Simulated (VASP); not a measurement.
# TiO2 (Anatase) (I4_1/amd) in VASP: further runs

The runs below take TiO2 (Anatase) through single point, with PBE.

All numbers are computed with VASP 6.6.1; they aren't measurements. Logs are shortened: lines on timing, memory, paths and dates and some standing lists are left out, and cuts for length are marked.

## (1) The structure

Symmetry: I4_1/amd, No. 141, tetragonal system. Conventional cell: a = 3.784 Å, b = 3.784 Å, c = 9.515 Å, α = 90.00°, β = 90.00°, γ = 90.00°. Ti (site symmetry -4m2) has 6 O at 1.93 to 1.98 Å as nearest neighbours. O (site symmetry 2mm) is surrounded by 3 Ti at 1.93 to 1.98 Å.

## (2) Single point, PBE

The input, INCAR:

```
  ADDGRID = F
  ALGO = Normal
  EDIFF = 1E-7
  ENCUT = 400
  GGA = PE
  ISIF = 2
  ISMEAR = 0
  LASPH = T
  LCHARG = F
  LREAL = F
  LWAVE = F
  NELM = 100
  PREC = Accurate
  SIGMA = 0.05
```

The input, KPOINTS:

```
k-points
0
Gamma
  3 3 3
```

The input, POSCAR:

```
TiO2
1.0
   -1.8921000000      1.8921000000      4.7573000000
    1.8921000000     -1.8921000000      4.7573000000
    1.8921000000      1.8921000000     -4.7573000000
Ti O
2 4
Direct
    0.7500000000      0.2500000000      0.5000000000
    0.0000000000      0.0000000000      0.0000000000
    0.7919000000      0.7919000000      0.0000000000
    0.5419000000      0.0419000000      0.5000000000
    0.9581000000      0.4581000000      0.5000000000
    0.2081000000      0.2081000000      0.0000000000
```

Potentials or basis: VASP PAW PBE potentials, release 64 (Ti, O).

Command:

```console
$ cat potpaw_PBE.64/Ti/POTCAR potpaw_PBE.64/O/POTCAR > POTCAR
$ mpirun -np 1 vasp_std > vasp.out
```

OUTCAR:

```text
EDIFF = 1E-7
   ENCUT = 400
   GGA = PE
   ISIF = 2
   ISMEAR = 0
   LASPH = T
   LREAL = F
   NELM = 100
   PREC = Accurate

 Found      6 irreducible k-points:

 Following reciprocal coordinates:
            Coordinates               Weight
  0.000000  0.000000  0.000000      1.000000
  0.333333  0.000000  0.000000      8.000000
  0.333333  0.333333  0.000000      8.000000
 -0.333333  0.333333  0.000000      4.000000
 -0.333333  0.333333  0.333333      4.000000
 -0.333333 -0.333333  0.333333      2.000000
   k-points           NKPTS =      6   k-points in BZ     NKDIM =      6   number of bands    NBANDS=     20
   number of dos      NEDOS =    301   number of ions     NIONS =      6
   total plane-waves  NPLWV =  46656
   dimension x,y,z NGX =    36 NGY =   36 NGZ =   36
   dimension x,y,z NGXF=    72 NGYF=   72 NGZF=   72
   ions per type =               2   4
   NGX,Y,Z   is equivalent  to a cutoff of  10.96, 10.96, 10.96 a.u.
   NGXF,Y,Z  is equivalent  to a cutoff of  21.93, 21.93, 21.93 a.u.
 SYSTEM =  unknown system
   PREC   = accura    normal or accurate (medium, high low for compatibility)
   ISTART =      0    job   : 0-new  1-cont  2-samecut
   ICHARG =      2    charge: 1-file 2-atom 10-const
   ISPIN  =      1    spin polarized calculation?
   LNONCOLLINEAR =      F non collinear calculations
   LSORBIT =      F    spin-orbit coupling
   LASPH  =      T    aspherical Exc in radial PAW
   ENCUT  =  400.0 eV  29.40 Ry    5.42 a.u.   8.90  8.90  8.90*2*pi/ulx,y,z
   NELM   =    100;   NELMIN=  2; NELMDL= -5     # of ELM steps
   EDIFF  = 0.1E-06   stopping-criterion for ELM
   LREAL  =      F    real-space projection
   EDIFFG = 0.1E-05   stopping-criterion for IOM
   NSW    =      0    number of steps for IOM
   IBRION =     -1    ionic relax: 0-MD 1-quasi-New 2-CG
   NFREE  =      0    steps in history (QN), initial steepest desc. (CG)
   ISIF   =      2    stress and relaxation
   ISYM   =      2    0-nonsym 1-usesym 2-fastsym
   POTIM  = 0.5000    time-step for ionic-motion
   TEBEG  =    0.0;   TEEND  =   0.0 temperature during run
   PSTRESS=    0.0 pullay stress
   NELECT =      32.0000    total number of electrons
   NUPDOWN=      -1.0000    fix difference up-down
   EMIN   =  10.00;   EMAX   =-10.00  energy-range for DOS
[... 5 lines left out ...]
     AMIX     =   0.40;   BMIX     =  1.00
     AMIX_MAG =   1.60;   BMIX_MAG =  1.00
  volume/ion in A,a.u.               =      11.35        76.62
  Fermi-wavevector in a.u.,A,eV,Ry     =   1.272590  2.404847 22.034444  1.619486
  Thomas-Fermi vector in A             =   2.405460
   LORBIT       =      0    0 simple, 1 ext, 2 COOP (PROOUT), +10 PAW based schemes
   GGA     = PE    functional components
   LHFCALC =     F    Hartree Fock is set to
   AEXX    =    0.0000 exact exchange contribution
   IVDW    =     0    specifies the selected vdW correction
   LEPSILON=     F    determine dielectric tensor
   LRPA    =     F    only Hartree local field effects (RPA)
 non-spin polarized calculation
 Gauss-broadening in eV      SIGMA  =   0.05
  energy-cutoff  :      400.00
  volume of cell :       68.13
 maximum number of plane-waves:      1244
   NGX = 17   NGY = 17   NGZ = 17

 number of electron      31.9999986 magnetization

 Free energy of the ion-electron system (eV)
  ---------------------------------------------------
  ext. energy  EPLUGINS =         0.00000000
  ---------------------------------------------------
  free energy    TOTEN  =       -53.01449108 eV

  energy without entropy =      -53.01449108  energy(sigma->0) =      -53.01449108

 E-fermi :   0.8288     XC(G=0): -10.5256

 val. band max:        0.5800758405   @ k =  -0.3333   0.3333   0.0000
 cond. band min:       2.6432929242   @ k =   0.0000   0.0000   0.0000
 fundamental gap:      2.0632170837
 Fermi energy:         0.8288391443

 k-point     1 :       0.0000    0.0000    0.0000
  band No.  band energies     occupation
      1     -17.0090      2.00000
      2     -15.9652      2.00000
      3     -15.9530      2.00000
      4     -15.4840      2.00000
      5      -3.2839      2.00000
      6      -3.1649      2.00000
[... 12 lines left out ...]
     19       4.4757      0.00000
     20       4.4764      0.00000

 k-point     2 :       0.3333    0.0000    0.0000
  band No.  band energies     occupation
      1     -16.6204      2.00000
      2     -15.8047      2.00000
      3     -15.7882      2.00000
      4     -15.4823      2.00000
      5      -3.9603      2.00000
      6      -3.2080      2.00000
[... 12 lines left out ...]
     19       4.0563      0.00000
     20       4.1110      0.00000

 k-point     3 :       0.3333    0.3333    0.0000
  band No.  band energies     occupation
      1     -16.0847      2.00000
      2     -15.8091      2.00000
      3     -15.5807      2.00000
      4     -15.4763      2.00000
      5      -4.0094      2.00000
      6      -3.9228      2.00000
[... 12 lines left out ...]
     19       3.9885      0.00000
     20       4.1649      0.00000

 k-point     4 :      -0.3333    0.3333    0.0000
  band No.  band energies     occupation
      1     -16.2341      2.00000
      2     -15.6502      2.00000
      3     -15.6494      2.00000
      4     -15.4018      2.00000
      5      -4.0491      2.00000
      6      -3.7936      2.00000
[... 12 lines left out ...]
     19       3.9874      0.00000
     20       4.3229      0.00000

 k-point     5 :      -0.3333    0.3333    0.3333
  band No.  band energies     occupation
      1     -16.4442      2.00000
      2     -15.9655      2.00000
      3     -15.7321      2.00000
      4     -15.5798      2.00000
      5      -4.0389      2.00000
      6      -3.0395      2.00000
[... 12 lines left out ...]
     19       4.0221      0.00000
     20       4.0673      0.00000

 k-point     6 :      -0.3333   -0.3333    0.3333
  band No.  band energies     occupation
      1     -16.7482      2.00000
      2     -16.2318      2.00000
      3     -15.8508      2.00000
      4     -15.6247      2.00000
      5      -3.0989      2.00000
      6      -3.0989      2.00000
[... 12 lines left out ...]
     19       4.2737      0.00000
     20       4.2737      0.00000

------------------------ aborting loop because EDIFF is reached ----------------------------------------

  FORCE on cell =-STRESS in cart. coord.  units (eV):
  Direction    XX          YY          ZZ          XY          YZ          ZX
  --------------------------------------------------------------------------------------
  -------------------------------------------------------------------------------------
  Total        0.7902119      0.7902119      1.7765453      0.0000000      0.0000000      0.0000000
  in kB       18.5842667     18.5842667     41.7809352      0.0000000      0.0000000      0.0000000
  external PRESSURE =      26.3164895 kB  Pullay stress =       0.0000000 kB

 VOLUME and BASIS-vectors are now :
 -----------------------------------------------------------------------------
  energy-cutoff  :      400.00
  volume of cell :       68.13
      direct lattice vectors                 reciprocal lattice vectors
    -1.892100000  1.892100000  4.757300000     0.000000000  0.264256646  0.105101633
     1.892100000 -1.892100000  4.757300000     0.264256646  0.000000000  0.105101633
     1.892100000  1.892100000 -4.757300000     0.264256646  0.264256646  0.000000000

 POSITION                                       TOTAL-FORCE (eV/Angst)
 -----------------------------------------------------------------------------------
      0.00000      1.89210      2.37865        -0.000000     -0.000000     -0.000000
      0.00000      0.00000      0.00000        -0.000000     -0.000000     -0.000000
      0.00000      0.00000      7.53461        -0.000000      0.000000     -0.244444
      0.00000      1.89210      0.39866         0.000000     -0.000000     -0.244444
      0.00000      1.89210      4.35864         0.000000     -0.000000      0.244444
      0.00000      0.00000      1.97999        -0.000000      0.000000      0.244444
 -----------------------------------------------------------------------------------
    total drift:                               -0.000000     -0.000000     -0.000000

  FREE ENERGIE OF THE ION-ELECTRON SYSTEM (eV)
  ---------------------------------------------------
  free  energy   TOTEN  =       -53.0144910801 eV

  energy  without entropy=      -53.0144910801  energy(sigma->0) =      -53.01449108
```

Wall time 10 s (1 thread of Intel Xeon Platinum 8488C (Sapphire Rapids), shared host); peak memory 0.19 GiB.

The run converged, but some of its settings lie outside the range that counts as converged, so its numbers aren't taken as properties of the crystal.

What came out:

```
Free energy            : -53.0145 eV
Largest force          : 0.244 eV/Å
Band gap on the k mesh : 2.06 eV, indirect (least direct gap 2.28 eV)
```

Caveat: the k mesh is coarse (spacing up to 0.78 Å⁻¹), so the values aren't converged; the cutoff is under 1.25 times the usual one of these potentials, so pressure, stress and relaxed cells hold a basis-set (Pulay) error; an odd mesh through Γ misses points on the zone boundary, where band edges often lie.

## (3) Single point, PBE

INCAR, as its differences from that of step 2:

```diff
@@ -3,3 +3,3 @@
   EDIFF = 1E-7
-  ENCUT = 400
+  ENCUT = 520
   GGA = PE
```

KPOINTS is that of step 2.

POSCAR is that of step 2.

Potentials or basis: VASP PAW PBE potentials, release 64 (Ti, O).

Command:

```console
$ cat potpaw_PBE.64/Ti/POTCAR potpaw_PBE.64/O/POTCAR > POTCAR
$ mpirun -np 1 vasp_std > vasp.out
```

Wall time 18 s (1 thread of Intel Xeon Platinum 8488C (Sapphire Rapids), shared host); peak memory 0.24 GiB.

These settings aren't checked as converged: the numbers below hold their error.

Results:

| Quantity | Value |
| --- | --- |
| Free energy | -52.9325 eV |
| Pressure | 8.3 GPa |
| Largest force | 0.250 eV/Å |
| Band gap on the k mesh | 2.06 eV, indirect (least direct gap 2.27 eV) |

Caveat: the k mesh is coarse (spacing up to 0.78 Å⁻¹), so the values aren't converged; an odd mesh through Γ misses points on the zone boundary, where band edges often lie.

## (4) Single point, PBE

INCAR, as its differences from that of step 3:

```diff
@@ -3,3 +3,3 @@
   EDIFF = 1E-7
-  ENCUT = 520
+  ENCUT = 650
   GGA = PE
```

KPOINTS is that of step 3.

POSCAR is that of step 3.

Potentials or basis: VASP PAW PBE potentials, release 64 (Ti, O).

Command:

```console
$ cat potpaw_PBE.64/Ti/POTCAR potpaw_PBE.64/O/POTCAR > POTCAR
$ mpirun -np 1 vasp_std > vasp.out
```

OUTCAR:

```text
EDIFF = 1E-7
   ENCUT = 650
   GGA = PE
   ISIF = 2
   ISMEAR = 0
   LASPH = T
   LREAL = F
   NELM = 100
   PREC = Accurate

 Found      6 irreducible k-points:

 Following reciprocal coordinates:
            Coordinates               Weight
  0.000000  0.000000  0.000000      1.000000
  0.333333  0.000000  0.000000      8.000000
  0.333333  0.333333  0.000000      8.000000
 -0.333333  0.333333  0.000000      4.000000
 -0.333333  0.333333  0.333333      4.000000
 -0.333333 -0.333333  0.333333      2.000000
   k-points           NKPTS =      6   k-points in BZ     NKDIM =      6   number of bands    NBANDS=     20
   number of dos      NEDOS =    301   number of ions     NIONS =      6
   total plane-waves  NPLWV = 110592
   dimension x,y,z NGX =    48 NGY =   48 NGZ =   48
   dimension x,y,z NGXF=    96 NGYF=   96 NGZF=   96
   ions per type =               2   4
   NGX,Y,Z   is equivalent  to a cutoff of  14.62, 14.62, 14.62 a.u.
   NGXF,Y,Z  is equivalent  to a cutoff of  29.24, 29.24, 29.24 a.u.
 SYSTEM =  unknown system
   PREC   = accura    normal or accurate (medium, high low for compatibility)
   ISTART =      0    job   : 0-new  1-cont  2-samecut
   ICHARG =      2    charge: 1-file 2-atom 10-const
   ISPIN  =      1    spin polarized calculation?
[... 60 lines left out ...]
 Fermi energy:         0.8315429560

 k-point     1 :       0.0000    0.0000    0.0000
  band No.  band energies     occupation
      1     -17.0031      2.00000
      2     -15.9554      2.00000
      3     -15.9434      2.00000
      4     -15.4770      2.00000
      5      -3.2763      2.00000
      6      -3.1582      2.00000
[... 127 lines left out ...]
     19       4.2771      0.00000
     20       4.2771      0.00000

------------------------ aborting loop because EDIFF is reached ----------------------------------------

  FORCE on cell =-STRESS in cart. coord.  units (eV):
  Direction    XX          YY          ZZ          XY          YZ          ZX
  --------------------------------------------------------------------------------------
  -------------------------------------------------------------------------------------
  Total        3.0613200      3.0613200      4.0809450      0.0000000     -0.0000000      0.0000000
  in kB       71.9963705     71.9963705     95.9759954      0.0000000     -0.0000000      0.0000000
  external PRESSURE =      79.9895788 kB  Pullay stress =       0.0000000 kB

 VOLUME and BASIS-vectors are now :
 -----------------------------------------------------------------------------
  energy-cutoff  :      650.00
  volume of cell :       68.13
      direct lattice vectors                 reciprocal lattice vectors
    -1.892100000  1.892100000  4.757300000     0.000000000  0.264256646  0.105101633
     1.892100000 -1.892100000  4.757300000     0.264256646  0.000000000  0.105101633
     1.892100000  1.892100000 -4.757300000     0.264256646  0.264256646  0.000000000

 POSITION                                       TOTAL-FORCE (eV/Angst)
 -----------------------------------------------------------------------------------
      0.00000      1.89210      2.37865         0.000000      0.000000      0.000000
      0.00000      0.00000      0.00000         0.000000      0.000000      0.000000
      0.00000      0.00000      7.53461        -0.000000      0.000000     -0.247576
      0.00000      1.89210      0.39866         0.000000     -0.000000     -0.247576
      0.00000      1.89210      4.35864         0.000000     -0.000000      0.247576
      0.00000      0.00000      1.97999        -0.000000      0.000000      0.247576
 -----------------------------------------------------------------------------------
    total drift:                                0.000000     -0.000000      0.000000

  FREE ENERGIE OF THE ION-ELECTRON SYSTEM (eV)
  ---------------------------------------------------
  free  energy   TOTEN  =       -52.9499745071 eV

  energy  without entropy=      -52.9499745071  energy(sigma->0) =      -52.94997451
```

Wall time 24 s (1 thread of Intel Xeon Platinum 8488C (Sapphire Rapids), shared host); peak memory 0.3 GiB.

The run converged, but some of its settings lie outside the range that counts as converged, so its numbers aren't taken as properties of the crystal.

Results:

| Quantity | Value |
| --- | --- |
| Free energy | -52.9500 eV |
| Pressure | 8.0 GPa |
| Largest force | 0.248 eV/Å |
| Band gap on the k mesh | 2.06 eV, indirect (least direct gap 2.27 eV) |

Caveat: the k mesh is coarse (spacing up to 0.78 Å⁻¹), so the values aren't converged; an odd mesh through Γ misses points on the zone boundary, where band edges often lie.

## (5) Single point, PBE

INCAR, as its differences from that of step 4:

```diff
@@ -3,3 +3,3 @@
   EDIFF = 1E-7
-  ENCUT = 650
+  ENCUT = 340
   GGA = PE
```

The input, KPOINTS:

```
k-points
0
Gamma
  5 5 5
```

POSCAR is that of step 4.

Command:

```console
$ cat potpaw_PBE.64/Ti/POTCAR potpaw_PBE.64/O/POTCAR > POTCAR
$ mpirun -np 1 vasp_std > vasp.out
```

It took 21 s on 1 thread of Intel Xeon Platinum 8488C (Sapphire Rapids), shared host; peak memory 0.19 GiB.

The run converged, but a check on its numbers failed (symmetry, net force, bounds or a known fault of this set-up), so they aren't taken as properties of the crystal.

Caveat: the k mesh is coarse (spacing up to 0.47 Å⁻¹), so the values aren't converged; the cutoff lies under the usual one of these potentials, so the numbers hold a large basis-set error; an odd mesh through Γ misses points on the zone boundary, where band edges often lie.

## (6) For comparison

An earlier run on the cell as given: functional PBEsol; potentials or basis VASP PAW PBE potentials, release 64 (Ti_sv, O); cutoff 520 eV; k mesh 10 × 10 × 10; occupations fermi-dirac, width 0.05 eV; no spin polarisation.

* Pressure: -0.4 GPa
* Largest force: 0.012 eV/Å
* Band gap on the k mesh: 2.06 eV, indirect (least direct gap 2.40 eV)
